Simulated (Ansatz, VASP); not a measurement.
**Two plane-wave programs on W**

```
CELL_PARAMETERS angstrom
-1.58418 -1.58418 -1.58418
1.58418 1.58418 -1.58418
1.58418 -1.58418 1.58418
ATOMIC_POSITIONS crystal
W 0.00000 0.00000 0.00000
```

Alike in both runs: functional r2SCAN; k mesh 18 × 18 × 18; occupations gaussian, width 0.1 eV; no spin polarisation.

Ansatz relaxed the structure, and its values are those at the end. VASP's run is a single point on that final structure, the one shown.

|  | VASP | Ansatz |
| --- | --- | --- |
| version | VASP 6.6.1 | Ansatz 0.2.0 |
| potentials or method | VASP PAW PBE potentials, release 64 (W_sv) | scalar-relativistic, plane waves, PAW |
| plane-wave cutoff (eV) | 520 | 500 |
| valence electrons in the cell | 14 | 14 |

```tsv
	VASP	Ansatz	Ansatz less VASP
gap on the k mesh at the Fermi level (eV)	none	none	-
pressure (GPa)	1.2	0.0	-1.24
```

A gap of «none» marks a metal or a gap that the smearing closes. With one functional, cell and mesh, what is left measures potentials, basis and numerics.

Caveats: the PAW data sets were made with another functional, which shifts forces and pressure a little (VASP). The runs have no spin-orbit coupling, so splittings on W are missing.
